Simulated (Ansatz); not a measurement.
# BN: how the settings move a relaxation

How sensitive is a relaxation of BN to its settings? A reference run comes first, then one run with altered input.

The COD entry's cell or inner coordinates are ideal or old and differ from later refinements, so a difference from it is no clean test against experiment.

Program: Ansatz 0.2.0. Level of theory: reference: DFT, LDA, PAW with Ansatz's default frozen-core files, scalar-relativistic; relaxation of cell and atoms. These are calculated values, not measurements.

1 further run of the same task is left out (it didn't finish).

**1. Starting point**

It takes space group P6_3/mmc (No. 194, hexagonal). Conventional cell: a = 2.498 Å, b = 2.498 Å, c = 6.636 Å, α = 90.00°, β = 90.00°, γ = 120.00°. Around B (site symmetry -6m2) lie 3 N at 1.44 Å. Around N (site symmetry -6m2) lie 3 B at 1.44 Å.

Structure file:

```
CELL_PARAMETERS angstrom
2.49824 0.00000 0.00000
-1.24912 2.16354 0.00000
0.00000 0.00000 6.63570
ATOMIC_POSITIONS crystal
B 0.33333 0.66667 0.25000
B 0.66667 0.33333 0.75000
N 0.33333 0.66667 0.75000
N 0.66667 0.33333 0.25000
```

**2. Baseline**

The input, input.yaml:

```yaml
crystal:
  lattice:
    - [2.49824000002, 0.0, 0.0]
    - [-1.24912000001, 2.16353930477, 0.0]
    - [0.0, 0.0, 6.6357]
  atoms:
    - { symbol: B, position: [0.333333333333, 0.666666666667, 0.25] }
    - { symbol: B, position: [0.666666666667, 0.333333333333, 0.75] }
    - { symbol: "N", position: [0.333333333333, 0.666666666667, 0.75] }
    - { symbol: "N", position: [0.666666666667, 0.333333333333, 0.25] }
kpoints:
  mp_grid: { grid: [16, 16, 6] }
scf:
  occupations: { method: fermi_dirac, width: 0.1 }
hamiltonian:
  xc: lda
  pseudopotentials: { kind: paw }
relax:
  f_tol: 0.002
  max_steps: 80
  cell: {}
output:
  forces: true
  stress: true
```

Started as:

```bash
> ansatz run input.yaml --threads 2 --pin off --max-ram 5120MiB --backend cpu --events-out ev --progress --plain --runs-dir out
```

The main lines of its log:

```text
[...]
Basis set: ecut = 420 eV, 689 PW (Γ)
[...]
k-points: 120 of 1536
[...]
SCF iter   1: F=—  HF=-1052.695570 eV  |F-HF|=—  |Δ(HF+E_count)|=         —  Δρ=8.65e-3  dr2=2.43e-2  ethr=1.77e-3  ⟨swp⟩=6.4  Hψ=8585  notcnv=0
preconditioner: auto → none  [insulator: Δε(μ)=3.950 eV  Ē_g=15.610 eV  σ=0.100 eV  W_gap=1.00  n_scr=4 (ndim 8)  ℏωp=24.8 eV  f_vac=0.022  D(μ)=0.00/eV (n_scr^D=0)  ε∞_Penn≈3.5]
SCF iter   2: F=—  HF=-1052.689555 eV  |F-HF|=—  |Δ(HF+E_count)|=   6.01e-3  Δρ=4.13e-3  dr2=2.77e-3  ethr=1.52e-4  ⟨swp⟩=2.7  Hψ=3298  notcnv=0
[...]
relax step   1: F+E_penalty+E_count = -1052.68863804 eV  Δ(F+E_penalty+E_count) = +0.000e0 eV  max|allowed force component| = 2.961e-16 eV/Å  Δτ_max = 0.0000 Å  P = -2.940 GPa  Ω = 35.866 Å³  (6 SCF iters, dr2 threshold 1.00e-7 eV, accepted)
[...]
Basis set: ecut = 420 eV, 687 PW (Γ)
[...]
relax step   2: F+E_penalty+E_count = -1052.69539808 eV  Δ(F+E_penalty+E_count) = -6.760e-3 eV  max|allowed force component| = 7.401e-16 eV/Å  Δτ_max = 0.0000 Å  P = -0.993 GPa  Ω = 35.286 Å³  energy of the carried Pulay correction = +2.926e-3 eV  (5 SCF iters
[...]
Basis set: ecut = 420 eV, 663 PW (Γ)
[...]
relax step   3: F+E_penalty+E_count = -1052.69682116 eV  Δ(F+E_penalty+E_count) = -1.423e-3 eV  max|allowed force component| = 1.185e-15 eV/Å  Δτ_max = 0.0000 Å  P = -0.005 GPa  Ω = 35.087 Å³  energy of the carried Pulay correction = +3.921e-3 eV  (4 SCF iters
[...]
relax step   4: F+E_penalty+E_count = -1052.69333361 eV  Δ(F+E_penalty+E_count) = +3.488e-3 eV  max|allowed force component| = 1.335e-15 eV/Å  Δτ_max = 0.0000 Å  P = -0.161 GPa  Ω = 35.087 Å³  stress off target by 2.10e-1 GPa  SCF on the basis re-selected at t
[...]
relax step   5: F+E_penalty+E_count = -1052.69440631 eV  Δ(F+E_penalty+E_count) = -1.073e-3 eV  max|allowed force component| = 4.979e-16 eV/Å  Δτ_max = 0.0000 Å  P = +0.004 GPa  Ω = 34.907 Å³  energy of the carried Pulay correction = +9.428e-4 eV  (5 SCF iters
[...]
relax step   6: F+E_penalty+E_count = -1052.69348494 eV  Δ(F+E_penalty+E_count) = +9.214e-4 eV  max|allowed force component| = 2.793e-16 eV/Å  Δτ_max = 0.0000 Å  P = -0.017 GPa  Ω = 34.907 Å³  stress off target by 8.03e-2 GPa  SCF on the basis re-selected at t
[...]
relax step   7: F+E_penalty+E_count = -1052.69384664 eV  Δ(F+E_penalty+E_count) = -3.617e-4 eV  max|allowed force component| = 9.714e-17 eV/Å  Δτ_max = 0.0000 Å  P = -0.006 GPa  Ω = 34.842 Å³  energy of the carried Pulay correction = +3.429e-4 eV  (6 SCF iters
[...]
SCF iter   8: F=-1052.693436 eV  HF=-1052.693436 eV  |F-HF|=0.00e0  |Δ(HF+E_count)|=    0.00e0  Δρ=5.11e-10  dr2=6.13e-17  ethr=1.00e-12  ⟨swp⟩=1.1  Hψ=3390  notcnv=0
[...]
relax step   8: F+E_penalty+E_count = -1052.69343571 eV  Δ(F+E_penalty+E_count) = +4.109e-4 eV  max|allowed force component| = 2.197e-16 eV/Å  Δτ_max = 0.0000 Å  P = -0.011 GPa  Ω = 34.842 Å³  stress off target by 2.95e-2 GPa  SCF on the basis re-selected at t
[...]
SCF converged after 8 iterations
Free energy (F): -1052.693436 eV
[...]
E sigma→0 (E₀):  -1052.693436 eV
Fermi energy:    6.933043 eV
[...]
  P = ⅓ Tr σ = -0.0107 GPa (-0.107 kbar)
--- Relaxed structure (5 steps of the walk, 5 accepted, 3 SCFs on fresh bases) ---
[...]
```

Wall time 16 s (2 threads of Arm Neoverse N1, shared host); peak memory 0.33 GiB.

**3. Variant: mp_grid.grid [10, 10, 4], occupations.method fixed, f_tol 0.05, max_displacement 0.3, ecutwfc 25.7 Ry**

Changes to input.yaml since step 2:

```diff
@@ -11,5 +11,5 @@
 kpoints:
-  mp_grid: { grid: [16, 16, 6] }
+  mp_grid: { grid: [10, 10, 4] }
 scf:
-  occupations: { method: fermi_dirac, width: 0.1 }
+  occupations: { method: fixed }
 hamiltonian:
@@ -18,5 +18,6 @@
 relax:
-  f_tol: 0.002
+  f_tol: 0.05
   max_steps: 80
   cell: {}
+  max_displacement: 0.3
 output:
@@ -24 +25,3 @@
   stress: true
+basis:
+  ecutwfc: "25.7 Ry"
```

Started as:

```bash
> ansatz run input.yaml --threads 2 --pin off --max-ram 5120MiB --backend cpu --events-out ev --progress --plain --runs-dir out
```

The log of the run:

```text
Warning: basis.ecutwfc = 349.6663132609458 eV is below the records' recommended 420 eV, and the density's cutoff is lower with it unless basis.ecutrho_ratio is high enough to keep the records' density cutoff: compare with a run at a higher cutoff
Engine: ansatz 0.2.0
Pseudopotentials: kind: paw
Pseudopotential: B, paw, valence charge 3, recommended cutoff 420 eV (normal), B.paw.azcp
Pseudopotential: N, paw, valence charge 5, recommended cutoff 420 eV (normal), N.paw.azcp
Functional definition: SPW92
  exchange = slater_x
  correlation = pw_c
Crystal: 4 atoms, lattice volume = 35.866 Å³
Basis set: ecut = 349.6663132609458 eV, 549 PW (Γ)
Bands: 12, of which v1, the nominal top of the filled ones, is band 8 counted from 1 (7 counted from 0)
Symmetry: 24 space group operations
Space group: P63/mmc (ITA 194), of the structure as read, at distance tolerance 3.3e-5 Å
k-points: 42 of 400
Non-local potential: B, projectors of the file, l = 0: 2, l = 1: 2, l = 2: 1
Non-local potential: N, projectors of the file, l = 0: 2, l = 1: 2, l = 2: 1
PAW form: soft (Blöchl's): semilocal exchange-correlation on the pseudo side does not see the compensation charge
PAW frozen core: B, regenerated for the run's functional, and the local potential with it (the file was generated under x = pbe(κ = 0.804, μ = 0.2195149727645171), c = pbe(β = 0.06672455060314922))
PAW frozen core: N, regenerated for the run's functional, and the local potential with it (the file was generated under x = pbe(κ = 0.804, μ = 0.2195149727645171), c = pbe(β = 0.06672455060314922))
PAW one-centre angular grid: B, 110 points (default); XC on 64 Gauss nodes
PAW one-centre angular grid: N, 110 points (default); XC on 64 Gauss nodes
Initial density: superposition of atomic densities (neutral atoms: chi_scale 0, normalization atom), corrected by the library's trained network
Initial wavefunctions: pseudopotential atomic-orbital guess
Functional: x = slater, c = lda
SCF iter   1: F=—  HF=-1052.546912 eV  |F-HF|=—  |Δ(HF+E_count)|=         —  Δρ=9.46e-3  dr2=2.95e-2  ethr=1.77e-3  ⟨swp⟩=4.9  Hψ=2498  notcnv=0  defer=65
preconditioner: auto → none  [insulator: Δε(μ)=3.919 eV  Ē_g=15.610 eV  n_scr=4 (ndim 8)  ℏωp=24.8 eV  f_vac=0.022  ε∞_Penn≈3.5]
SCF iter   2: F=—  HF=-1052.539747 eV  |F-HF|=—  |Δ(HF+E_count)|=   7.16e-3  Δρ=4.25e-3  dr2=3.49e-3  ethr=1.84e-4  ⟨swp⟩=2.6  Hψ=1201  notcnv=0  defer=84
SCF iter   3: F=—  HF=-1052.538865 eV  |F-HF|=—  |Δ(HF+E_count)|=   8.83e-4  Δρ=1.49e-3  dr2=3.10e-4  ethr=2.18e-5  ⟨swp⟩=2.1  Hψ=851  notcnv=0  defer=84
SCF iter   4: F=—  HF=-1052.538880 eV  |F-HF|=—  |Δ(HF+E_count)|=   1.53e-5  Δρ=1.44e-4  dr2=3.15e-6  ethr=1.94e-6  ⟨swp⟩=1.0  Hψ=504  notcnv=0  defer=38
SCF iter   5: F=—  HF=-1052.538881 eV  |F-HF|=—  |Δ(HF+E_count)|=   1.06e-6  Δρ=2.32e-5  dr2=5.58e-8  ethr=1.97e-8  ⟨swp⟩=2.0  Hψ=820  notcnv=0  defer=1
SCF iter   6: F=-1052.538881 eV  HF=-1052.538881 eV  |F-HF|=1.08e-9  |Δ(HF+E_count)|=   7.05e-9  Δρ=2.88e-6  dr2=1.97e-9  ethr=3.49e-10  ⟨swp⟩=2.2  Hψ=1810  notcnv=0
SCF 1 converged in 6 iterations: F = -1052.538881 eV  dr2 = 1.97e-9
relax step   1: F+E_penalty+E_count = -1052.53888102 eV  Δ(F+E_penalty+E_count) = +0.000e0 eV  max|allowed force component| = 3.516e-16 eV/Å  Δτ_max = 0.0000 Å  P = -2.868 GPa  Ω = 35.866 Å³  (6 SCF iters, dr2 threshold 1.00e-7 eV, accepted)
Crystal: 4 atoms, lattice volume = 35.365 Å³
Basis set: ecut = 349.6663132609458 eV, 513 PW (Γ)
Initial density: handed on by an earlier stage of this run
Initial wavefunctions: those handed on with the density
iter 1 solved again at ethr=2.28e-5 eV; its pass at ethr=3.10e-3 eV (dr2=3.65e-3 eV) is discarded
SCF iter   1: F=—  HF=-1052.560698 eV  |F-HF|=—  |Δ(HF+E_count)|=         —  Δρ=2.72e-3  dr2=3.32e-3  ethr=2.28e-5  ⟨swp⟩=2.2  Hψ=2937  notcnv=0  defer=37
automatic band count: iteration 1 solves 11 bands in place of 12: the levels show a gap, and the empty bands left out lie too high to hold charge; the band table lists the bands solved (type scf.n_extra_bands for more)
preconditioner: auto → none  [insulator: Δε(μ)=4.067 eV  Ē_g=14.891 eV  n_scr=4 (ndim 8)  ℏωp=25.0 eV  f_vac=0.007  ε∞_Penn≈3.8]
SCF iter   2: F=—  HF=-1052.559529 eV  |F-HF|=—  |Δ(HF+E_count)|=   1.17e-3  Δρ=1.22e-3  dr2=3.65e-4  ethr=2.08e-5  ⟨swp⟩=2.0  Hψ=842  notcnv=0  defer=42
SCF iter   3: F=—  HF=-1052.559420 eV  |F-HF|=—  |Δ(HF+E_count)|=   1.09e-4  Δρ=3.13e-4  dr2=3.74e-5  ethr=2.28e-6  ⟨swp⟩=2.0  Hψ=863  notcnv=0  defer=39
SCF iter   4: F=—  HF=-1052.559411 eV  |F-HF|=—  |Δ(HF+E_count)|=   8.86e-6  Δρ=9.99e-5  dr2=2.47e-6  ethr=2.34e-7  ⟨swp⟩=2.6  Hψ=798  notcnv=0  defer=39
SCF iter   5: F=-1052.559411 eV  HF=-1052.559411 eV  |F-HF|=5.26e-9  |Δ(HF+E_count)|=   6.16e-8  Δρ=1.13e-5  dr2=3.06e-8  ethr=2.50e-9  ⟨swp⟩=4.2  Hψ=1654  notcnv=0
SCF 2 converged in 5 iterations: F = -1052.559411 eV  dr2 = 3.06e-8
relax step   2: F+E_penalty+E_count = -1052.55941099 eV  Δ(F+E_penalty+E_count) = -2.053e-2 eV  max|allowed force component| = 2.961e-16 eV/Å  Δτ_max = 0.0000 Å  P = -0.653 GPa  Ω = 35.365 Å³  energy of the carried Pulay correction = +1.772e-2 eV  (5 SCF iters, dr2 threshold 4.00e-7 eV, accepted)
Crystal: 4 atoms, lattice volume = 35.479 Å³
iter 1 solved again at ethr=3.68e-7 eV; its pass at ethr=3.10e-3 eV (dr2=5.89e-5 eV) is discarded
SCF iter   1: F=—  HF=-1052.555023 eV  |F-HF|=—  |Δ(HF+E_count)|=         —  Δρ=5.66e-4  dr2=4.80e-5  ethr=3.68e-7  ⟨swp⟩=2.7  Hψ=3097  notcnv=0  defer=42
automatic band count: iteration 1 solves 11 bands in place of 12: the levels show a gap, and the empty bands left out lie too high to hold charge; the band table lists the bands solved (type scf.n_extra_bands for more)
preconditioner: auto → none  [insulator: Δε(μ)=4.055 eV  Ē_g=14.869 eV  n_scr=4 (ndim 8)  ℏωp=24.9 eV  f_vac=0.012  ε∞_Penn≈3.8]
SCF iter   2: F=—  HF=-1052.555025 eV  |F-HF|=—  |Δ(HF+E_count)|=   2.20e-6  Δρ=2.74e-4  dr2=1.12e-5  ethr=3.00e-7  ⟨swp⟩=1.0  Hψ=462  notcnv=0  defer=42
SCF iter   3: F=-1052.555027 eV  HF=-1052.555027 eV  |F-HF|=8.55e-10  |Δ(HF+E_count)|=   1.38e-6  Δρ=9.29e-6  dr2=9.95e-9  ethr=2.50e-9  ⟨swp⟩=3.4  Hψ=1812  notcnv=0
SCF 3 converged in 3 iterations: F = -1052.555027 eV  dr2 = 9.95e-9
relax step   3: F+E_penalty+E_count = -1052.55502652 eV  Δ(F+E_penalty+E_count) = +4.384e-3 eV  max|allowed force component| = 2.961e-16 eV/Å  Δτ_max = 0.0000 Å  P = +0.005 GPa  Ω = 35.479 Å³  energy of the carried Pulay correction = +1.279e-2 eV  (3 SCF iters, dr2 threshold 4.00e-7 eV, accepted)
[... from here on, the SCF cycles and remarks between the steps are left out ...]
relax step   4: F+E_penalty+E_count = -1052.54196427 eV  Δ(F+E_penalty+E_count) = +1.306e-2 eV  max|allowed force component| = 1.295e-16 eV/Å  Δτ_max = 0.0000 Å  P = -0.269 GPa  Ω = 35.479 Å³  stress off target by 2.95e-1 GPa  SCF on the basis re-selected at this cell (its energy is not comparable with the rows above)  (6 SCF iters)
relax step   5: F+E_penalty+E_count = -1052.54726156 eV  Δ(F+E_penalty+E_count) = -5.297e-3 eV  max|allowed force component| = 7.401e-16 eV/Å  Δτ_max = 0.0000 Å  P = -0.041 GPa  Ω = 35.343 Å³  energy of the carried Pulay correction = +5.157e-3 eV  (4 SCF iters, dr2 threshold 2.18e-7 eV, accepted)
relax step   6: F+E_penalty+E_count = -1052.54252173 eV  Δ(F+E_penalty+E_count) = +4.740e-3 eV  max|allowed force component| = 8.893e-16 eV/Å  Δτ_max = 0.0000 Å  P = -0.116 GPa  Ω = 35.343 Å³  stress off target by 2.29e-1 GPa  SCF on the basis re-selected at this cell (its energy is not comparable with the rows above)  (5 SCF iters)
relax step   7: F+E_penalty+E_count = -1052.54695810 eV  Δ(F+E_penalty+E_count) = -4.436e-3 eV  max|allowed force component| = 4.452e-16 eV/Å  Δτ_max = 0.0000 Å  P = -0.030 GPa  Ω = 35.230 Å³  energy of the carried Pulay correction = +4.347e-3 eV  (4 SCF iters, dr2 threshold 1.31e-7 eV, accepted)
relax step   8: F+E_penalty+E_count = -1052.54180926 eV  Δ(F+E_penalty+E_count) = +5.149e-3 eV  max|allowed force component| = 6.673e-16 eV/Å  Δτ_max = 0.0000 Å  P = -0.077 GPa  Ω = 35.230 Å³  stress off target by 2.05e-1 GPa  SCF on the basis re-selected at this cell (its energy is not comparable with the rows above)  (5 SCF iters)
relax step   9: F+E_penalty+E_count = -1052.54625397 eV  Δ(F+E_penalty+E_count) = -4.445e-3 eV  max|allowed force component| = 6.476e-16 eV/Å  Δτ_max = 0.0000 Å  P = -0.016 GPa  Ω = 35.117 Å³  energy of the carried Pulay correction = +4.368e-3 eV  (4 SCF iters, dr2 threshold 1.05e-7 eV, accepted)
relax step  10: F+E_penalty+E_count = -1052.54163784 eV  Δ(F+E_penalty+E_count) = +4.616e-3 eV  max|allowed force component| = 5.730e-16 eV/Å  Δτ_max = 0.0000 Å  P = -0.053 GPa  Ω = 35.117 Å³  stress off target by 1.71e-1 GPa  SCF on the basis re-selected at this cell (its energy is not comparable with the rows above)  (5 SCF iters)
relax step  11: F+E_penalty+E_count = -1052.54587539 eV  Δ(F+E_penalty+E_count) = -4.238e-3 eV  max|allowed force component| = 7.783e-16 eV/Å  Δτ_max = 0.0000 Å  P = +0.024 GPa  Ω = 35.007 Å³  energy of the carried Pulay correction = +4.186e-3 eV  (4 SCF iters, dr2 threshold 7.32e-8 eV, accepted)
relax step  12: F+E_penalty+E_count = -1052.54183486 eV  Δ(F+E_penalty+E_count) = +4.041e-3 eV  max|allowed force component| = 7.401e-16 eV/Å  Δτ_max = 0.0000 Å  P = -0.002 GPa  Ω = 35.007 Å³  stress off target by 1.08e-1 GPa  SCF on the basis re-selected at this cell (its energy is not comparable with the rows above)  (5 SCF iters)
relax step  13: F+E_penalty+E_count = -1052.54415693 eV  Δ(F+E_penalty+E_count) = -2.322e-3 eV  max|allowed force component| = 5.736e-16 eV/Å  Δτ_max = 0.0000 Å  P = -0.001 GPa  Ω = 34.948 Å³  energy of the carried Pulay correction = +2.301e-3 eV  (4 SCF iters, dr2 threshold 2.93e-8 eV, accepted)
iter 1 solved again at ethr=1.17e-7 eV; its pass at ethr=3.10e-3 eV (dr2=1.87e-5 eV) is discarded
SCF iter   1: F=—  HF=-1052.542315 eV  |F-HF|=—  |Δ(HF+E_count)|=         —  Δρ=4.37e-5  dr2=1.53e-7  ethr=1.17e-7  ⟨swp⟩=3.1  Hψ=3740  notcnv=0  defer=82
preconditioner: auto → none  [insulator: Δε(μ)=4.026 eV  Ē_g=15.802 eV  n_scr=4 (ndim 8)  ℏωp=25.1 eV  f_vac=0.008  ε∞_Penn≈3.5]
SCF iter   2: F=—  HF=-1052.542315 eV  |F-HF|=—  |Δ(HF+E_count)|=   5.87e-7  Δρ=1.91e-5  dr2=3.25e-8  ethr=9.55e-10  ⟨swp⟩=2.0  Hψ=821  notcnv=0  defer=42
SCF iter   3: F=—  HF=-1052.542315 eV  |F-HF|=—  |Δ(HF+E_count)|=   1.15e-8  Δρ=8.83e-6  dr2=4.25e-9  ethr=2.03e-10  ⟨swp⟩=2.6  Hψ=842  notcnv=0  defer=42
SCF iter   4: F=-1052.542315 eV  HF=-1052.542315 eV  |F-HF|=5.73e-11  |Δ(HF+E_count)|=   4.19e-9  Δρ=8.09e-7  dr2=3.83e-11  ethr=1.00e-12  ⟨swp⟩=3.2  Hψ=2253  notcnv=0
SCF 14 converged in 4 iterations: F = -1052.542315 eV  dr2 = 3.83e-11
relax step  14: F+E_penalty+E_count = -1052.54231490 eV  Δ(F+E_penalty+E_count) = +1.842e-3 eV  max|allowed force component| = 7.222e-16 eV/Å  Δτ_max = 0.0000 Å  P = -0.005 GPa  Ω = 34.948 Å³  stress off target by 4.46e-2 GPa  SCF on the basis re-selected at this cell (its energy is not comparable with the rows above)  (4 SCF iters)
basis re-selected at this cell: Δ(F+E_penalty+E_count) = +1.842e-3 eV, ΔP = -0.005 GPa vs the last step (what re-selecting the basis moved, of the pressure what is left beyond the Pulay correction that the steps carried, after the strain that the cell walked since its last selection, with what the two solves' SCF thresholds leave and, on support functions, any second-order correction that the steps lacked; it is no measure of the basis error at this ecutwfc). This SCF's stress stands 4.46e-2 GPa from its target on what of the cell is left free (relax.cell.stress_tol is 5.00e-2 GPa) and its largest allowed force component is 7.22e-16 eV/Å (relax.f_tol is 5.00e-2 eV/Å): within both
SCF converged after 4 iterations
Free energy (F): -1052.542315 eV
Harris-Foulkes:  -1052.542315 eV  (|F-HF|=5.73e-11)
Internal energy: -1052.542315 eV  (E = F + TS)
E sigma→0 (E₀):  -1052.542315 eV
Fermi energy:    4.838518 eV
--- Per-component energies (eV) ---
  E_band       = -37.344957
  E_kinetic    = 368.579748
  E_local      = -678.888303  (includes V_loc(G=0)·N_el)
  E_nonlocal   = 118.929219
  E_hartree    = 215.328547
  E_xc         = -182.838003
  E_vxc        = -228.036146  (∫ρ·V_xc dr)
  E_paw        = -383.337906  (= ΣΔE_a)
  E_vpaw       = -48.586767  (= ΣTr[D̂ρ^β])
  E_aug_tail   = 0.000232  (compensation charges beyond the density's cutoff)
  E_ewald      = -510.567605
  E_core_change = 0.251757  (= ΣΔE_core)
  E_smearing   = -0.000000  (= −TS)
  E_closure    = 0.000000  (closes the sum)
  Σ components = -1052.542315   (vs F -1052.542315, Δ=0.00e0)
--- Forces (eV/Å), atoms counted from 1 ---
  atom   1  B      0.00000000    -0.00000000    -0.00000000
  atom   2  B     -0.00000000     0.00000000     0.00000000
  atom   3  N      0.00000000    -0.00000000     0.00000000
  atom   4  N      0.00000000     0.00000000    -0.00000000
  max |Σ_I F_I| component: 1.48e-16 eV/Å
--- Stress (GPa, compression-positive) ---
        0.014111      -0.000000      -0.000000
       -0.000000       0.014111      -0.000000
       -0.000000      -0.000000      -0.044616
  P = ⅓ Tr σ = -0.0055 GPa (-0.055 kbar)
--- Relaxed structure (8 steps of the walk, 8 accepted, 6 SCFs on fresh bases) ---
  F+E_penalty+E_count = -1052.54231490 eV   max|allowed force component| = 7.222e-16 eV/Å   (the final SCF, on the basis selected at the relaxed cell)
  cell:  # Å, volume = 34.9483 Å³
    - [2.489095532500551, 0.0, 0.0]
    - [-1.2445477662502755, 2.155619963591832, 0.0]
    - [0.0, 0.0, 6.513461473728166]
  atoms:
    - { symbol: B, position: [0.33333333333333337, 0.6666666666666667, 0.25] }
    - { symbol: B, position: [0.6666666666666666, 0.33333333333333337, 0.75] }
    - { symbol: N, position: [0.33333333333333337, 0.6666666666666667, 0.75] }
    - { symbol: N, position: [0.6666666666666666, 0.33333333333333337, 0.25] }
```

Wall time 9.2 s (2 threads of Arm Neoverse N1, shared host); peak memory 0.27 GiB.

Changing the k-point mesh, smearing, convergence setting, walk settings and cutoff moves the energy by +37.8 meV/atom (σ→0 values), and the gap on the mesh goes from 4.05 to 4.03 eV and the final volume goes from 34.84 to 34.95 Å³. More than one kind of setting changed, and this run alone doesn't tell their shares apart. A gap read on a mesh depends on which points the mesh holds, and a coarse mesh shifts the density too. The log warns that the cutoff is under what these potentials recommend, so the shift holds truncation error.

**4. All runs together**

```
                                                                                                     run     ending         energy change  pressure (GPa)  gap (eV)  force (eV/Å)  cycles   time
                                                                                               reference  converged                     0             0.0      4.05          0.00      47   16 s
1: mp_grid.grid [10, 10, 4], occupations.method fixed, f_tol 0.05, max_displacement 0.3, ecutwfc 25.7 Ry  converged  +37.8 meV/atom (σ→0)             0.0      4.03          0.00      64  9.2 s
```

Changing the k-point mesh, smearing, convergence setting, walk settings and cutoff moves the energy by +37.8 meV/atom (σ→0 values), and the gap on the mesh goes from 4.05 to 4.03 eV and the final volume goes from 34.84 to 34.95 Å³. More than one kind of setting changed, and this run alone doesn't tell their shares apart. A gap read on a mesh depends on which points the mesh holds, and a coarse mesh shifts the density too. The log warns that the cutoff is under what these potentials recommend, so the shift holds truncation error. Run 1 ran under the cutoff that the potentials recommend, as the log warns, so basis error is mixed into its values.
